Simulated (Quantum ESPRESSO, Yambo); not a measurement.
Planning a run of Yambo 5.3.0 on MgO (Fm-3m). The input:

```
HF_and_locXC
gw0
dyson
ppa
em1d
rim_cut
RandQpts= 1000000
RandGvec= 1 RL
EXXRLvcs= 76 Ry
VXCRLvcs= 304 Ry
Chimod= "HARTREE"
% BndsRnXp
 1 | 225 |
%
NGsBlkXp= 26 Ry
% LongDrXp
 1 | 1 | 1 |
%
% GbndRnge
 1 | 225 |
%
DysSolver= "n"
ExtendOut
PPAPntXp= 27.21138 eV
% QPkrange
 1 | 1 | 7 | 10 |
%
```

```sh
OMP_NUM_THREADS=1 mpirun -n 8 yambo -F gw3.in -J gw3 -C gw3 > gw3.log
```

The stored states that it reads are on a 8×8×8 mesh. Symmetry: Fm-3m, No. 225, cubic system. The conventional cell has a = 4.194 Å, b = 4.194 Å, c = 4.194 Å, α = 90.00°, β = 90.00°, γ = 90.00°. Nearest to Mg lie 6 O at 2.10 Å. Nearest to O lie 6 Mg at 2.10 Å. Farther neighbours and most contacts between anions are not listed.

Question: How long will it take on 8 MPI ranks of Arm Neoverse N1, shared host, and how much memory?

It took 31 min; on shared hardware allow 16 min to 63 min. Peak host memory was 4.5 GiB.

The screening grows as filled bands × empty bands × pairs of k points, times the square of the screening basis for the matrix.

[Paths, hosts, dates, memory and timing lines, banners, echoed tables and standing remarks are left out of the program output.]

[Logs are printed without paths, hosts, clocks, repeated set-up lines and the standing remarks that a program may print on its own settings, such as how far it seeks lower states.]

[Runs of the session that timed out or met a known fault of the program may be left out.]

[Hosts, paths, dates, database ids (printed as entryN), source tags and the programs' standing remarks are cut or masked in the printed files.]
